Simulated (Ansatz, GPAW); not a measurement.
# Ballistic transport through a C6 chain between two Ga chains, from relaxation to T(E), part 3 of 4

Aim: the conductance of a C6 chain between two Ga chains after relaxation, and whether geometry, basis or functional moves it most.

GPAW 26.7.0 and Ansatz 0.2.0; Ansatz plane waves; relaxation of the junction with the lead ends held (the session's first sound run).

So far, transmission at the Fermi level (one spin): step 3 (plane-wave reference (PBE)) 0.350.

## Step 4: Double-zeta polarised basis

The script solves lead and junction separately, takes H and S in the orbital basis, and joins semi-infinite leads through their self-energies; the dzp basis is the working standard.

This step: GPAW LCAO, PAW setups; Landauer transmission from Green's functions with principal layers (ASE), zero bias (GPAW 26.7.0).

File run.py:

```python
import json
import numpy as np
from ase import Atoms
from ase.transport.calculators import TransportCalculator
from gpaw import GPAW, FermiDirac
from gpaw.lcao.tools import get_lcao_hamiltonian
from scipy.linalg import eigh

# The junction with lead layers at both ends, along the third cell vector
device = Atoms(
    ['Ga', 'Ga', 'Ga', 'Ga', 'Ga', 'Ga', 'C', 'C', 'C', 'C', 'C', 'C', 'Ga', 'Ga', 'Ga', 'Ga', 'Ga', 'Ga'],
    positions=[
        [4.50000, 4.50000, 1.27500],
        [4.50000, 4.50000, 3.82500],
        [4.50000, 4.50000, 6.37500],
        [4.50000, 4.50000, 8.92500],
        [4.51653, 3.33745, 11.42163],
        [4.55731, 4.52175, 13.92230],
        [4.56787, 4.08844, 15.83986],
        [4.58055, 4.12756, 17.09198],
        [4.59413, 4.13551, 18.43429],
        [4.60779, 4.14031, 19.68086],
        [4.62372, 4.14559, 21.02316],
        [4.65514, 4.12342, 22.27550],
        [4.41867, 4.50680, 24.18995],
        [5.12205, 3.52696, 26.68686],
        [4.50000, 4.50000, 29.19180],
        [4.50000, 4.50000, 31.74180],
        [4.50000, 4.50000, 34.29180],
        [4.50000, 4.50000, 36.84180]],
    cell=[[9.0, 0.0, 0.0], [0.0, 9.0, 0.0], [0.0, 0.0, 38.1168]],
    pbc=True)

# One principal layer of the lead: the first 3 atoms of the device
lead = Atoms(
    ['Ga', 'Ga', 'Ga'],
    positions=[
        [4.50000, 4.50000, 1.27500],
        [4.50000, 4.50000, 3.82500],
        [4.50000, 4.50000, 6.37500]],
    cell=[[9.0, 0.0, 0.0], [0.0, 9.0, 0.0], [0.0, 0.0, 7.65]],
    pbc=True)

settings = dict(mode='lcao', basis='dzp', xc='PBE', h=0.2,
                occupations=FermiDirac(0.1), maxiter=250,
                mixer=dict(beta=0.1, nmaxold=8, weight=100.0),
                convergence=dict(density=0.0001))
energies = np.arange(-2, 2 + 1e-9, 0.025)
eta = 0.0001
n1, n2 = 1, 1
# k and -k transmit alike, so half of the mesh across the current serves
mesh = [(i, j) for i in range(n1) for j in range(n2) if (i, j) <= (-i % n1, -j % n2)]
weights = np.array([1 if (i, j) == (-i % n1, -j % n2) else 2 for i, j in mesh]) / (n1 * n2)

# [... helper functions left out ...]
fermi_lead = ground_state(lead, (1, 1, 15), 'lead.txt')
fermi_device = ground_state(device, (1, 1, 2), 'device.txt')
# [... loop over the mesh left out, but for ...]
        # Shift the lead onto the potential of the device's first layer
        shift = ((H[:, 0, 0] - H0[:, 0, 0]) / S0[0, 0]).real.mean()
# [...]
kT = 8.617333e-5 * 300
bias = [0.1, 0.2, 0.5, 1.0, 1.5, 2.0]
# [... integrals and printing left out ...]
```

The run is started by

```sh
OMP_NUM_THREADS=1 OPENBLAS_NUM_THREADS=1 python run.py
```

What it wrote:

```text
basis functions: device 234, principal layer 39
Fermi level: lead -2.8498 eV, device -2.8976 eV; lead shifted by -0.0175 eV
largest coupling past the next layer 6.03e-05 eV, largest misfit of the first layer 0.037 eV
  E-E_F (eV)   T (one spin)  channels
    -2.000    7.3090e-01    1.0000
    -1.975    9.2470e-01    1.0000
    -1.950    1.5351e-01    1.0000
    -1.925    4.3148e-01    1.0000
    -1.900    3.5544e-01    1.0000
    -1.875    2.6538e-01    1.0000
    -1.850    1.9867e-01    1.0000
    -1.825    1.5156e-01    1.0000
    -1.800    1.1807e-01    1.0000
    -1.775    9.3829e-02    1.0000
    -1.750    7.5931e-02    1.0000
    -1.725    6.2474e-02    1.0000
    -1.700    5.2194e-02    1.0000
    -1.675    4.4236e-02    1.0000
    -1.650    3.8010e-02    1.0000
    -1.625    3.3099e-02    1.0000
[...]
1.825    1.7540e+00    3.0000
     1.850    1.7451e+00    3.0000
     1.875    1.7373e+00    3.0000
     1.900    1.7305e+00    3.0000
     1.925    1.7245e+00    3.0000
     1.950    1.7192e+00    3.0000
     1.975    1.7143e+00    3.0000
     2.000    1.7094e+00    3.0000
conductance at 300 K: 0.38538 G0 a cell; thermopower -34.28 uV/K
current from the zero-bias T(E) at 0.1 V: 2.9999 uA
current from the zero-bias T(E) at 0.2 V: 6.0858 uA
current from the zero-bias T(E) at 0.5 V: 16.935 uA
current from the zero-bias T(E) at 1.0 V: 45.132 uA
current from the zero-bias T(E) at 1.5 V: 81.185 uA
current from the zero-bias T(E) at 2.0 V: 119.35 uA
```

Run time: 89 s. Hardware: 1 thread of Intel Xeon 6975P-C (Granite Rapids), shared host; peak memory 1.2 GiB.

Numbers from this step:

```yaml
conductance: 0.3854 G₀
thermopower: -34.28 μV/K
largest_coupling_past_the_next_principal_layer: 6.03e-5 eV
largest_misfit_of_the_first_principal_layer: 0.03673 eV
shift_that_aligns_the_lead: -0.01745 eV
basis_functions_of_the_junction: 234
basis_functions_of_a_principal_layer: 39
transmission_at_the_fermi_level_one_spin: 0.3809
```

One spin. The transmission, zone mean by energy, zero at the Fermi level:

```
energy (eV)  transmission, zone mean
     -2.000                    0.731
     -1.975                    0.925
     -1.925                    0.431
     -1.800                    0.118
     -1.600                   0.0292
     -1.400                  0.00703
     -1.200                  0.00584
     -1.000                  0.00488
     -0.800                  0.00495
     -0.600                  0.00606
     -0.400                  0.00916
     -0.200                   0.0767
      0.000                    0.381
      0.200                    0.881
      0.400                     1.54
      0.600                     1.85
      0.800                     1.95
      1.000                     1.98
      1.200                     1.95
      1.400                     1.91
      1.600                     1.85
      1.800                     1.76
      2.000                     1.71
```

Crossings of the lead's bands, unfolded to its shortest repeat. Table of open channels, zone mean by energy, zero at the Fermi level:

energy (eV), open channels, zone mean and a bar:
```
   -2.000       1.00 ##########
   -1.900       1.00 ##########
   -1.800       1.00 ##########
   -1.700       1.00 ##########
   -1.600       1.00 ##########
   -1.500       0.00 
   -1.400       1.00 ##########
   -1.300       1.00 ##########
   -1.200       1.00 ##########
   -1.100       1.00 ##########
   -1.000       1.00 ##########
   -0.900       1.00 ##########
   -0.800       1.00 ##########
   -0.700       1.00 ##########
   -0.600       1.00 ##########
   -0.500       1.00 ##########
   -0.400       1.00 ##########
   -0.300       1.00 ##########
   -0.200       3.00 ##############################
   -0.100       3.00 ##############################
    0.000       3.00 ##############################
    0.100       3.00 ##############################
    0.200       3.00 ##############################
    0.300       3.00 ##############################
    0.400       3.00 ##############################
    0.500       3.00 ##############################
    0.600       3.00 ##############################
    0.700       3.00 ##############################
    0.800       3.00 ##############################
    0.900       3.00 ##############################
    1.000       3.00 ##############################
    1.100       3.00 ##############################
    1.200       3.00 ##############################
    1.300       3.00 ##############################
    1.400       3.00 ##############################
    1.500       3.00 ##############################
    1.600       3.00 ##############################
    1.700       3.00 ##############################
    1.800       3.00 ##############################
    1.900       3.00 ##############################
    2.000       3.00 ##############################
```

Not self-consistent under bias; the bias window is split evenly. The current through one cell, from the zero-bias transmission by bias:

```
bias (V)  current through one cell, from the zero-bias transmission (μA)
   0.100                                                            3.00
   0.200                                                            6.09
   0.500                                                            16.9
   1.000                                                            45.1
   1.500                                                            81.2
   2.000                                                             119
```

Table of transmission of the three most open eigenchannels by energy, zero at the Fermi level:

```
energy (eV)  channel 1  channel 2  channel 3
     -2.000      0.731          0          0
     -1.900      0.355          0          0
     -1.800      0.118          0          0
     -1.700     0.0522          0          0
     -1.600     0.0292          0          0
     -1.500     6.1e-8          0          0
     -1.400    0.00703          0          0
     -1.300    0.00676          0          0
     -1.200    0.00584          0          0
     -1.100    0.00521          0          0
     -1.000    0.00488          0          0
     -0.900    0.00480          0          0
     -0.800    0.00495          0          0
     -0.700    0.00535          0          0
     -0.600    0.00606          0          0
     -0.500    0.00723          0          0
     -0.400    0.00916          0          0
     -0.300     0.0126    1.4e-10          0
     -0.200     0.0533     0.0234     1.2e-7
     -0.100      0.125     0.0956     2.8e-7
      0.000      0.209      0.172     4.1e-7
      0.100      0.300      0.284     5.3e-7
      0.200      0.474      0.406     6.6e-7
      0.300      0.706      0.537     8.1e-7
      0.400      0.866      0.678     1.0e-6
      0.500      0.932      0.807     1.3e-6
      0.600      0.949      0.902     1.6e-6
      0.700      0.963      0.954     2.2e-6
      0.800      0.992      0.962     2.8e-6
      0.900      0.998      0.976     3.8e-6
      1.000      0.997      0.983     5.1e-6
      1.100      0.997      0.977     6.8e-6
      1.200      0.981      0.974     9.0e-6
      1.300      0.981      0.949     1.2e-5
      1.400      0.993      0.914     1.5e-5
      1.500      0.998      0.887     1.8e-5
      1.600      0.977      0.877     2.2e-5
      1.700      0.923      0.888     2.4e-5
      1.800      0.921      0.843     2.5e-5
      1.900      0.962      0.768     2.5e-5
      2.000      0.994      0.715     2.4e-5
```

At the Fermi level T is 0.381 against 0.350 in plane waves. Couplings past the next layer reach 6.0e-5 eV, small enough to drop; the matrix elements of the cell's first layer differ from the bulk lead's by up to 0.037 eV. That layer keeps its own values in the calculation, and only beyond it is the lead taken as perfect. The Fermi levels of lead and junction count from different zeros of potential, one for each periodic cell; with both set to zero, the small remaining shift is what aligns them. By hand: G = 0.3854 × 77.48 μS = 29.9 μS, a resistance of 33.5 kΩ; at 0.1 V a linear junction would pass 2.99 μA, and the integral over the bias window gives 3.00 μA. Mott's formula, S = -(π²/3)(k_B²T/e) d ln T/dE, has the prefactor 7.33 μV/K·eV at 300 K; T = 0.3391 at -0.025 eV and 0.4253 at 0.025 eV give a slope of 4.53 per eV and S = -33.2 μV/K, beside -34.3 μV/K from the thermal integral, which interpolates the same grid.

## Step 5: GPAW, szp: basis = "szp(dzp)"

The second zeta is dropped, the polarisation orbitals stay.

Changes to run.py since step 4:

```diff
@@ -43,3 +43,3 @@
 
-settings = dict(mode='lcao', basis='dzp', xc='PBE', h=0.2,
+settings = dict(mode='lcao', basis='szp(dzp)', xc='PBE', h=0.2,
                 occupations=FermiDirac(0.1), maxiter=250,
```

What it wrote:

```text
basis functions: device 162, principal layer 27
Fermi level: lead -3.1746 eV, device -3.4069 eV; lead shifted by -0.0183 eV
largest coupling past the next layer 5.81e-05 eV, largest misfit of the first layer 0.039 eV
  E-E_F (eV)   T (one spin)  channels
    -2.000    1.6108e-01    1.0000
    -1.975    1.2577e-01    1.0000
    -1.950    1.0056e-01    1.0000
[...]
1.975    1.8054e+00    3.0000
     2.000    1.8081e+00    3.0000
conductance at 300 K: 0.36747 G0 a cell; thermopower -38.93 uV/K
current from the zero-bias T(E) at 0.1 V: 2.8682 uA
current from the zero-bias T(E) at 0.2 V: 5.8667 uA
current from the zero-bias T(E) at 0.5 V: 17.307 uA
current from the zero-bias T(E) at 1.0 V: 49.373 uA
current from the zero-bias T(E) at 1.5 V: 87.619 uA
current from the zero-bias T(E) at 2.0 V: 124.92 uA
```

It took 84 s on 1 thread; peak memory 1.2 GiB.

Numbers from this step:

| Item | Value |
| --- | --- |
| conductance | 0.3675 G₀ |
| thermopower | -38.93 μV/K |
| largest coupling past the next principal layer | 5.81e-5 eV |
| largest misfit of the first principal layer | 0.03941 eV |
| shift that aligns the lead | -0.01829 eV |
| basis functions of the junction | 162 |
| basis functions of a principal layer | 27 |
| transmission at the Fermi level (one spin) | 0.3607 |

One spin. The transmission, zone mean by energy, zero at the Fermi level:

```
energy (eV)  transmission, zone mean
     -2.000                    0.161
     -1.900                   0.0679
     -1.800                   0.0351
     -1.700                   1.6e-7
     -1.600                  6.5e-10
     -1.500                  6.7e-10
     -1.400                  0.00137
     -1.300                  0.00244
     -1.200                  0.00272
     -1.100                  0.00285
     -1.000                  0.00300
     -0.900                  0.00322
     -0.800                  0.00357
     -0.700                  0.00410
     -0.600                  0.00490
     -0.500                  0.00611
     -0.400                  0.00806
     -0.300                   0.0114
     -0.200                   0.0567
     -0.100                    0.195
      0.000                    0.361
      0.100                    0.590
      0.200                    0.969
      0.300                     1.44
      0.400                     1.78
      0.500                     1.93
      0.600                     1.98
      0.650                     1.99
      0.700                     1.98
      0.800                     1.96
      0.900                     1.91
      1.000                     1.86
      1.100                     1.81
      1.200                     1.76
      1.300                     1.73
      1.400                     1.72
      1.500                     1.74
      1.600                     1.76
      1.700                     1.77
      1.800                     1.78
      1.900                     1.79
      2.000                     1.81
```

The conductance, 0.367 G₀, lies 4.6 % below that of the dzp run.

## Step 6: GPAW, sz: basis = "sz(dzp)"

The minimal basis is the cheapest rung: no second zeta and no polarisation.

Changes to run.py since step 5:

```diff
@@ -43,3 +43,3 @@
 
-settings = dict(mode='lcao', basis='szp(dzp)', xc='PBE', h=0.2,
+settings = dict(mode='lcao', basis='sz(dzp)', xc='PBE', h=0.2,
                 occupations=FermiDirac(0.1), maxiter=250,
```

What it wrote:

```text
basis functions: device 72, principal layer 12
Fermi level: lead -3.2329 eV, device -3.5077 eV; lead shifted by -0.0185 eV
largest coupling past the next layer 5.75e-05 eV, largest misfit of the first layer 0.038 eV
  E-E_F (eV)   T (one spin)  channels
    -2.000    1.4758e-02    1.0000
    -1.975    1.3558e-02    1.0000
    -1.950    1.2502e-02    1.0000
[...]
1.975    1.8046e+00    3.0000
     2.000    1.8093e+00    3.0000
conductance at 300 K: 0.33724 G0 a cell; thermopower -39.72 uV/K
current from the zero-bias T(E) at 0.1 V: 2.6332 uA
current from the zero-bias T(E) at 0.2 V: 5.3934 uA
current from the zero-bias T(E) at 0.5 V: 16.132 uA
current from the zero-bias T(E) at 1.0 V: 47.749 uA
current from the zero-bias T(E) at 1.5 V: 85.889 uA
current from the zero-bias T(E) at 2.0 V: 122.75 uA
```

The job ended after 53 s (1 thread; peak memory 1.1 GiB).

This step gave:

| Item | Value |
| --- | --- |
| conductance | 0.3372 G₀ |
| thermopower | -39.72 μV/K |
| largest coupling past the next principal layer | 5.75e-5 eV |
| largest misfit of the first principal layer | 0.03825 eV |
| shift that aligns the lead | -0.01849 eV |
| basis functions of the junction | 72 |
| basis functions of a principal layer | 12 |
| transmission at the Fermi level (one spin) | 0.3308 |

One spin. Transmission, zone mean against energy, zero at the Fermi level:

energy (eV), transmission, zone mean and a bar:
```
   -2.000       0.01 
   -1.800       0.01 
   -1.600       0.00 
   -1.400       0.00 
   -1.200       0.00 
   -1.000       0.00 
   -0.800       0.00 
   -0.600       0.00 
   -0.400       0.01 
   -0.200       0.05 #
    0.000       0.33 #####
    0.200       0.91 ##############
    0.400       1.77 ###########################
    0.600       1.98 ##############################
    0.625       1.98 ##############################
    0.800       1.94 #############################
    1.000       1.83 ############################
    1.200       1.72 ##########################
    1.400       1.68 #########################
    1.600       1.72 ##########################
    1.800       1.77 ###########################
    2.000       1.81 ###########################
```

The conductance, 0.337 G₀, lies 12 % below that of the dzp run.

## Step 7: RPBE in the dzp basis: xc = "RPBE"

Back in the dzp basis, the functional changes from PBE to RPBE, to set the spread between functionals beside that between bases.

Changes to run.py since step 6:

```diff
@@ -43,3 +43,3 @@
 
-settings = dict(mode='lcao', basis='sz(dzp)', xc='PBE', h=0.2,
+settings = dict(mode='lcao', basis='dzp', xc='RPBE', h=0.2,
                 occupations=FermiDirac(0.1), maxiter=250,
```

What it wrote:

```text
basis functions: device 234, principal layer 39
Fermi level: lead -2.7535 eV, device -2.7978 eV; lead shifted by -0.0176 eV
largest coupling past the next layer 6.04e-05 eV, largest misfit of the first layer 0.035 eV
  E-E_F (eV)   T (one spin)  channels
    -2.000    8.2363e-01    1.0000
    -1.975    9.4297e-01    1.0000
    -1.950    2.4903e-01    1.0000
[...]
1.975    1.7077e+00    3.0000
     2.000    1.7031e+00    3.0000
conductance at 300 K: 0.37622 G0 a cell; thermopower -34.39 uV/K
current from the zero-bias T(E) at 0.1 V: 2.9302 uA
current from the zero-bias T(E) at 0.2 V: 5.953 uA
current from the zero-bias T(E) at 0.5 V: 16.677 uA
current from the zero-bias T(E) at 1.0 V: 44.694 uA
current from the zero-bias T(E) at 1.5 V: 80.59 uA
current from the zero-bias T(E) at 2.0 V: 118.67 uA
```

It took 85 s on 1 thread; peak memory 1.2 GiB.

Numbers from this step:

```yaml
conductance: 0.3762 G₀
thermopower: -34.39 μV/K
largest_coupling_past_the_next_principal_layer: 6.04e-5 eV
largest_misfit_of_the_first_principal_layer: 0.03491 eV
shift_that_aligns_the_lead: -0.01759 eV
basis_functions_of_the_junction: 234
basis_functions_of_a_principal_layer: 39
transmission_at_the_fermi_level_one_spin: 0.3713
```

One spin. Transmission, zone mean against energy, zero at the Fermi level:

```
energy (eV)  transmission, zone mean
     -2.000                    0.824
     -1.975                    0.943
     -1.800                   0.0936
     -1.600                   0.0218
     -1.400                  0.00973
     -1.200                  0.00593
     -1.000                  0.00478
     -0.800                  0.00478
     -0.600                  0.00583
     -0.400                  0.00879
     -0.200                   0.0775
      0.000                    0.371
      0.200                    0.871
      0.400                     1.51
      0.600                     1.84
      0.800                     1.95
      1.000                     1.98
      1.025                     1.98
      1.200                     1.96
      1.400                     1.91
      1.600                     1.85
      1.800                     1.76
      2.000                     1.70
```

The conductance, 0.376 G₀, lies 2.4 % below that of the dzp run.

(Continued in part 4 of 4.)

[Logs are printed without paths, hosts, clocks, repeated set-up lines and the standing remarks that a program may print on its own settings, such as how far it seeks lower states.]

[Hosts, paths, dates, database ids (printed as entryN), source tags and the programs' standing remarks are cut or masked in the printed files.]
